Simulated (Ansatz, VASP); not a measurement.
Mg in VASP and in Ansatz

```
Mg
1.0
     3.13250    0.00000    0.00000
    -1.56625    2.71283    0.00000
     0.00000    0.00000    5.08489
Mg
2
Direct
  0.33333 0.66667 0.25000
  0.66667 0.33333 0.75000
```

Alike in both runs: task single point; functional LDA; k mesh 12 × 12 × 6; occupations fermi-dirac, width 0.1 eV; no spin polarisation.

|  | VASP | Ansatz |
| --- | --- | --- |
| version | VASP 6.6.1 | Ansatz 0.2.0 |
| potentials or method | VASP PAW LDA potentials, release 64 (Mg) | plane waves (420 eV) with PAW, scalar-relativistic |
| plane-wave cutoff (eV) | 520 | 420 |
| valence electrons in the cell | 4 | 20 |

|  | VASP | Ansatz | Ansatz less VASP |
| --- | --- | --- | --- |
| pressure (GPa) | -0.3 | 0.0 | +0.33 |
| largest component of the traceless stress (GPa) | 0.41 | 0.41 | 0.000 |

The two sets of potentials don't hold the same shells in valence. Ansatz warned: «pseudo_functional_mismatch».
